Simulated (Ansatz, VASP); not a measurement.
## One calculation of AlN, two programs

```
Al N
1.0
     3.16120    0.00000    0.00000
    -1.58060    2.73768    0.00000
     0.00000    0.00000    4.61560
Al N
2 2
Direct
  0.33333 0.66667 0.00173
  0.66667 0.33333 0.50173
  0.33333 0.66667 0.38327
  0.66667 0.33333 0.88327
```

Alike in both runs: task relaxation of the atoms; functional PBE; k mesh 9 × 9 × 6; occupations gaussian, width 0.05 eV; no spin polarisation.

```csv
,VASP,Ansatz
version,VASP 6.6.1,Ansatz 0.2.0
potentials or method,"VASP PAW PBE potentials, release 64 (Al, N)","scalar-relativistic, plane waves, PAW"
plane-wave cutoff (eV),520,520
valence electrons in the cell,16,16
```

|  | VASP | Ansatz | Ansatz less VASP |
| --- | --- | --- | --- |
| gap on the k mesh at the Fermi level, each at its own relaxed structure (eV) | 3.96 | 3.95 | -0.012 |
| energy change over the relaxation (meV/atom) | -49 | -49 | +0.1 |

Ansatz warned: «stress_scf_threshold_loose».

Caveats: an odd mesh through Γ misses points on the zone boundary, where band edges often lie. Expect the measured gap to be larger: semilocal functionals such as PBE lack the derivative discontinuity.
